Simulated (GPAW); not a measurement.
# Re (P6_3/mmc) in GPAW: relaxation of cell and atoms with TASK

Aim: the relaxation of cell and atoms of Re with TASK.

Program: GPAW 26.7.0. These are calculated values, not measurements. Logs are shortened: lines on timing, memory, paths and dates and some standing lists are left out, and cuts for length are marked. The log counts tension as positive stress, the text compression.

## Step 1: The crystal as given

Symmetry: P6_3/mmc, No. 194, hexagonal system. Conventional cell: a = 2.761 Å, b = 2.761 Å, c = 4.458 Å, α = 90.00°, β = 90.00°, γ = 120.00°. Re (site symmetry -6m2) has 12 Re at 2.74 to 2.76 Å as nearest neighbours.

## Step 2: Relaxation of cell and atoms, TASK

run.py

```python
from ase import Atoms
from ase.filters import FrechetCellFilter
from ase.io import write
from ase.optimize import LBFGS
from gpaw import GPAW, PW

atoms = Atoms(['Re', 'Re'],
              cell=[[2.7608, 0.0, 0.0],
                    [-1.3804, 2.3909229348, 0.0],
                    [0.0, 0.0, 4.4582]],
              scaled_positions=[[0.6666666667, 0.3333333333, 0.75],
                                [0.3333333333, 0.6666666667, 0.25]],
              pbc=True)

calc = GPAW(mode=PW(600),
            xc='MGGA_X_TASK+LDA_C_PW',
            kpts={'size': (8, 8, 4), 'gamma': True},
            occupations={'name': 'fermi-dirac', 'width': 0.05},
            nbands=26,
            convergence={'density': 1e-06, 'energy': 1e-06, 'eigenstates': 1e-10},
            maxiter=150,
            txt='gpaw.txt')
atoms.calc = calc
opt = LBFGS(FrechetCellFilter(atoms), trajectory='relax.traj', logfile='-')
done = opt.run(fmax=0.02, steps=40)
calc.write('gs.gpw')
write('result.traj', atoms)
print('Converged:', done)
print('Cell:', atoms.cell.cellpar().round(4))
print('Volume:', round(atoms.get_volume(), 4))
print(atoms.get_scaled_positions().round(5))
```

Potentials or basis: GPAW PAW data sets (gpaw-data 1.2.1), pw.

Command:

```console
$ OMP_NUM_THREADS=1 python run.py
```

gpaw.txt:

```text
__  _  _
 | _ |_)|_||  |
 |__||  | ||/\| - 26.7.0

Input parameters:
  mode=PW(ecut=600.0),
  convergence={'density': 1e-06, 'energy': 1e-06, 'eigenstates': 1e-10},
  kpts=MonkhorstPack(size=(8, 8, 4), gamma=True),
  maxiter=150,
  nbands=26,
  occupations=Occupations(name='fermi-dirac', width=0.05),
  xc=XC(name='MGGA_X_TASK+LDA_C_PW')

Diagonalizing LCAO Hamiltonian
Converting LCAO to pw mode

          Re

        Re

Atoms  # Å, Bohr magnetons
|   | symbol |         x |        y |        z |    initial magnetic moments |
|---|--------|-----------|----------|----------|-----------------------------|
| 0 |     Re |  1.380400 | 0.796974 | 3.343650 | ( 0.0000,  0.0000,  0.0000) |
| 1 |     Re | -0.000000 | 1.593949 | 1.114550 | ( 0.0000,  0.0000,  0.0000) |

Unit cell  # Å
| periodic |         x |        y |        z |  lengths |     angles |
|----------|-----------|----------|----------|----------|------------|
|      yes |  2.760800 | 0.000000 | 0.000000 | 2.760800 |  90.000000 |
|      yes | -1.380400 | 2.390923 | 0.000000 | 2.760800 |  90.000000 |
|      yes |  0.000000 | 0.000000 | 4.458200 | 4.458200 | 120.000000 |

Number of symmetries: 12
Symmetry operations  # r_c * U_cc + t_c -> r_c
|    | kind |            matrix            |
|----|------|------------------------------|
|  0 |  σ   |  1, 1, 0,  0,-1, 0,  0, 0, 1 |
|  1 |  S6  |  1, 1, 0, -1, 0, 0,  0, 0,-1 |
|  2 |  E   |  1, 0, 0,  0, 1, 0,  0, 0, 1 |
|  3 |  C2  |  1, 0, 0, -1,-1, 0,  0, 0,-1 |
|  4 |  C2  |  0, 1, 0,  1, 0, 0,  0, 0,-1 |
|  5 |  C3  |  0, 1, 0, -1,-1, 0,  0, 0, 1 |
|  6 |  S6  |  0,-1, 0,  1, 1, 0,  0, 0,-1 |
|  7 |  σ   |  0,-1, 0, -1, 0, 0,  0, 0, 1 |
|  8 |  σ   | -1, 0, 0,  1, 1, 0,  0, 0, 1 |
|  9 |  i   | -1, 0, 0,  0,-1, 0,  0, 0,-1 |
| 10 |  C3  | -1,-1, 0,  1, 0, 0,  0, 0, 1 |
| 11 |  C2  | -1,-1, 0,  0, 1, 0,  0, 0,-1 |
[... 150 lines left out ...]
|          5 |       -29.835 |     2.000 |
|          6 |         3.093 |     2.000 |
|          7 |         6.704 |     2.000 |
|          8 |        12.225 |     2.000 |
|          9 |        12.274 |     2.000 |
|         10 |        12.274 |     2.000 |
[... 8 lines left out ...]
|         19 |        29.193 |     0.000 |
|         20 |        31.403 |     0.000 |
|        ... |               |           |
|         25 |        38.850 |     0.000 |

No gap
No difference between direct/indirect transitions

Stress tensor  # eV/Ang^3
|         x |         y |         z |
|-----------|-----------|-----------|
|  0.003619 | -0.000000 |  0.000000 |
| -0.000000 |  0.003619 |  0.000000 |
|  0.000000 |  0.000000 | -0.024404 |

Forces  # eV/Ang
|        x |        y |        z |
|----------|----------|----------|
|  0.00000 | -0.00000 |  0.00005 |  # Re   0
| -0.00000 |  0.00000 | -0.00005 |  # Re   1

Interpolating wave functions to new cell

          Re

        Re

Atoms  # Å, Bohr magnetons
|   | symbol |         x |        y |        z |    initial magnetic moments |
|---|--------|-----------|----------|----------|-----------------------------|
| 0 |     Re |  1.379875 | 0.796671 | 3.352238 | ( 0.0000,  0.0000,  0.0000) |
| 1 |     Re | -0.000000 | 1.593342 | 1.117412 | ( 0.0000,  0.0000,  0.0000) |

Unit cell  # Å
| periodic |         x |        y |        z |  lengths |     angles |
|----------|-----------|----------|----------|----------|------------|
|      yes |  2.759750 | 0.000000 | 0.000000 | 2.759750 |  90.000000 |
|      yes | -1.379875 | 2.390014 | 0.000000 | 2.759750 |  90.000000 |
|      yes |  0.000000 | 0.000000 | 4.469649 | 4.469649 | 120.000000 |

Number of symmetries: 12
Symmetry operations  # r_c * U_cc + t_c -> r_c
|    | kind |            matrix            |
|----|------|------------------------------|
|  0 |  σ   |  1, 1, 0,  0,-1, 0,  0, 0, 1 |
|  1 |  S6  |  1, 1, 0, -1, 0, 0,  0, 0,-1 |
|  2 |  E   |  1, 0, 0,  0, 1, 0,  0, 0, 1 |
|  3 |  C2  |  1, 0, 0, -1,-1, 0,  0, 0,-1 |
|  4 |  C2  |  0, 1, 0,  1, 0, 0,  0, 0,-1 |
|  5 |  C3  |  0, 1, 0, -1,-1, 0,  0, 0, 1 |
|  6 |  S6  |  0,-1, 0,  1, 1, 0,  0, 0,-1 |
|  7 |  σ   |  0,-1, 0, -1, 0, 0,  0, 0, 1 |
|  8 |  σ   | -1, 0, 0,  1, 1, 0,  0, 0, 1 |
|  9 |  i   | -1, 0, 0,  0,-1, 0,  0, 0,-1 |
| 10 |  C3  | -1,-1, 0,  1, 0, 0,  0, 0, 1 |
| 11 |  C2  | -1,-1, 0,  0, 1, 0,  0, 0,-1 |
[... 156 lines left out ...]
|          5 |       -29.881 |     2.000 |
|          6 |         3.072 |     2.000 |
|          7 |         6.680 |     2.000 |
|          8 |        12.158 |     2.000 |
|          9 |        12.252 |     2.000 |
|         10 |        12.252 |     2.000 |
[... 8 lines left out ...]
|         19 |        29.175 |     0.000 |
|         20 |        31.324 |     0.000 |
|        ... |               |           |
|         25 |        39.610 |     0.000 |

No gap
No difference between direct/indirect transitions

Stress tensor  # eV/Ang^3
|        x |        y |         z |
|----------|----------|-----------|
| 0.004646 | 0.000000 |  0.000000 |
| 0.000000 | 0.004646 |  0.000000 |
| 0.000000 | 0.000000 | -0.014049 |

Forces  # eV/Ang
|       x |        y |        z |
|---------|----------|----------|
| 0.00000 | -0.00000 |  0.00004 |  # Re   0
| 0.00000 |  0.00000 | -0.00004 |  # Re   1

Interpolating wave functions to new cell

          Re

        Re

Atoms  # Å, Bohr magnetons
|   | symbol |         x |        y |        z |    initial magnetic moments |
|---|--------|-----------|----------|----------|-----------------------------|
| 0 |     Re |  1.378092 | 0.795642 | 3.366000 | ( 0.0000,  0.0000,  0.0000) |
| 1 |     Re | -0.000000 | 1.591283 | 1.121997 | ( 0.0000,  0.0000,  0.0000) |

Unit cell  # Å
| periodic |         x |         y |         z |  lengths |     angles |
|----------|-----------|-----------|-----------|----------|------------|
|      yes |  2.756183 | -0.000000 | -0.000000 | 2.756183 |  90.000000 |
|      yes | -1.378092 |  2.386925 | -0.000000 | 2.756183 |  90.000000 |
|      yes |  0.000000 | -0.000000 |  4.487997 | 4.487997 | 120.000000 |

Number of symmetries: 12
Symmetry operations  # r_c * U_cc + t_c -> r_c
|    | kind |            matrix            |
|----|------|------------------------------|
|  0 |  σ   |  1, 1, 0,  0,-1, 0,  0, 0, 1 |
|  1 |  S6  |  1, 1, 0, -1, 0, 0,  0, 0,-1 |
|  2 |  E   |  1, 0, 0,  0, 1, 0,  0, 0, 1 |
|  3 |  C2  |  1, 0, 0, -1,-1, 0,  0, 0,-1 |
|  4 |  C2  |  0, 1, 0,  1, 0, 0,  0, 0,-1 |
|  5 |  C3  |  0, 1, 0, -1,-1, 0,  0, 0, 1 |
|  6 |  S6  |  0,-1, 0,  1, 1, 0,  0, 0,-1 |
|  7 |  σ   |  0,-1, 0, -1, 0, 0,  0, 0, 1 |
|  8 |  σ   | -1, 0, 0,  1, 1, 0,  0, 0, 1 |
|  9 |  i   | -1, 0, 0,  0,-1, 0,  0, 0,-1 |
| 10 |  C3  | -1,-1, 0,  1, 0, 0,  0, 0, 1 |
| 11 |  C2  | -1,-1, 0,  0, 1, 0,  0, 0,-1 |
[... 194 lines left out ...]
          Re

        Re

Atoms  # Å, Bohr magnetons
|   | symbol |         x |        y |        z |    initial magnetic moments |
|---|--------|-----------|----------|----------|-----------------------------|
| 0 |     Re |  1.377753 | 0.795446 | 3.366282 | ( 0.0000,  0.0000,  0.0000) |
| 1 |     Re | -0.000000 | 1.590892 | 1.122090 | ( 0.0000,  0.0000,  0.0000) |

Unit cell  # Å
| periodic |         x |         y |         z |  lengths |     angles |
|----------|-----------|-----------|-----------|----------|------------|
|      yes |  2.755506 |  0.000000 | -0.000000 | 2.755506 |  90.000000 |
|      yes | -1.377753 |  2.386338 | -0.000000 | 2.755506 |  90.000000 |
|      yes |  0.000000 | -0.000000 |  4.488372 | 4.488372 | 120.000000 |

Number of symmetries: 12
Symmetry operations  # r_c * U_cc + t_c -> r_c
|    | kind |            matrix            |
|----|------|------------------------------|
|  0 |  σ   |  1, 1, 0,  0,-1, 0,  0, 0, 1 |
|  1 |  S6  |  1, 1, 0, -1, 0, 0,  0, 0,-1 |
|  2 |  E   |  1, 0, 0,  0, 1, 0,  0, 0, 1 |
|  3 |  C2  |  1, 0, 0, -1,-1, 0,  0, 0,-1 |
|  4 |  C2  |  0, 1, 0,  1, 0, 0,  0, 0,-1 |
|  5 |  C3  |  0, 1, 0, -1,-1, 0,  0, 0, 1 |
|  6 |  S6  |  0,-1, 0,  1, 1, 0,  0, 0,-1 |
|  7 |  σ   |  0,-1, 0, -1, 0, 0,  0, 0, 1 |
|  8 |  σ   | -1, 0, 0,  1, 1, 0,  0, 0, 1 |
|  9 |  i   | -1, 0, 0,  0,-1, 0,  0, 0,-1 |
| 10 |  C3  | -1,-1, 0,  1, 0, 0,  0, 0, 1 |
| 11 |  C2  | -1,-1, 0,  0, 1, 0,  0, 0,-1 |
[... 108 lines left out ...]
SCF iterations
|iter     | |      energy | eigst |  dens |
|---------|-|-------------|-------|-------|
|iter:   1| |   44.254813 | +1.59 |       |
|iter:   2| |  102.077206 | -0.59 | -0.63 |
|iter:   3| |   98.336100 | -0.05 | -1.25 |
|iter:   4| |   98.281692 | -1.78 | -1.35 |
|iter:   5| |   98.478298 | -1.99 | -1.37 |
|iter:   6| |   98.194609 | -2.15 | -1.61 |
|iter:   7| |   98.181034 | -4.19 | -2.38 |
|iter:   8| |   97.981647 | -3.64 | -2.40 |
|iter:   9| |   97.903137 | -4.61 | -2.52 |
|iter:  10| |   97.808363 | -4.45 | -2.47 |
|iter:  11| |   97.699143 | -3.89 | -2.46 |
|iter:  12| |   96.966807 | -2.02 | -2.71 |
|iter:  13| |   96.974639 | -3.93 | -2.86 |
|iter:  14| |   96.966163 | -3.01 | -2.97 |
|iter:  15| |   96.966199 | -4.91 | -3.78 |
|iter:  16| |   96.966151 | -5.69 | -3.96 |
|iter:  17| |   96.966133 | -6.19 | -4.24 |
|iter:  18| |   96.966130c| -7.20 | -4.62 |
|iter:  19| |   96.966129c| -7.73 | -4.84 |
|iter:  20| |   96.966128c| -7.74 | -5.08 |
|iter:  21| |   96.966128c| -9.60 | -6.26c|
|iter:  22| |   96.966128c|-10.39c| -6.62c|

Converged in 22 steps
Energy contributions relative to reference atoms: (reference = -907375.111031)

Energy contributions:
  Kinetic:          44.017860
  Coulomb:         -45.227047
  Zero:              0.356609
  External:          0.000000
  Xc:               97.825586
  Entropy:          -0.013761
  Spinorbit:         0.000000
  ----------------------------
  Free energy:      96.959248
  Extrapolated:     96.966128

dipole moment: (-0.000000, -0.000000, -0.000001)  # |e|*Ang
[... 7 lines left out ...]
|          5 |       -29.916 |     2.000 |
|          6 |         3.058 |     2.000 |
|          7 |         6.657 |     2.000 |
|          8 |        12.065 |     2.000 |
|          9 |        12.246 |     2.000 |
|         10 |        12.246 |     2.000 |
[... 8 lines left out ...]
|         19 |        29.184 |     0.000 |
|         20 |        31.220 |     0.000 |
|        ... |               |           |
|         25 |        38.990 |     0.000 |

No gap
No difference between direct/indirect transitions

Stress tensor  # eV/Ang^3
|         x |         y |         z |
|-----------|-----------|-----------|
|  0.000587 |  0.000000 |  0.000000 |
| -0.000000 |  0.000587 | -0.000000 |
|  0.000000 | -0.000000 |  0.000381 |

Forces  # eV/Ang
|        x |       y |        z |
|----------|---------|----------|
|  0.00000 | 0.00000 |  0.00002 |  # Re   0
| -0.00000 | 0.00000 | -0.00002 |  # Re   1

# Writing to gs.gpw (mode='')
```

It took 4.3 min on 1 thread of AMD EPYC 7B13 (Zen 3), shared host; peak memory 0.62 GiB.

What came out:

```yaml
Free_energy: 96.9592 eV
Relaxed_volume: 14.76 Å³/atom
Relaxed_cell: a = 2.756 Å, b = 2.756 Å, c = 4.488 Å, α = 90.00°, β = 90.00°, γ = 120.00°
Space_group_after_relaxing_to_0.05_Å: P6_3/mmc (No. 194)
Energy_gained_by_relaxing: 1.8 meV/atom
Ionic_steps: 4
Pressure_after_relaxing: -0.1 GPa
Band_gap_on_the_k_mesh: none (metal or under the smearing width)
```

Step by step:
| step | energy change (eV) | largest force (eV/Å) | pressure (GPa) | volume (Å³) |
| --- | --- | --- | --- | --- |
| 1 | 0.0000 | 0.0001 | 0.92 | 29.43 |
| 2 | -0.0019 | 0.0000 | 0.25 | 29.48 |
| 3 | -0.0035 | 0.0000 | -0.24 | 29.53 |
| 4 | -0.0035 | 0.0000 | -0.08 | 29.51 |

Final structure:
```yaml
crystal:
  lattice:
    - [2.75551, 0.00000, 0.00000]
    - [-1.37775, 2.38634, 0.00000]
    - [0.00000, 0.00000, 4.48837]
  atoms:
    - { symbol: Re, position: [0.66667, 0.33333, 0.75000] }
    - { symbol: Re, position: [0.33333, 0.66667, 0.25000] }
```

Caveat: later steps reuse the first step's grids; the PAW data sets were made with another functional, which shifts forces and pressure a little. Spin-orbit coupling is left out, which matters for the levels of Re.
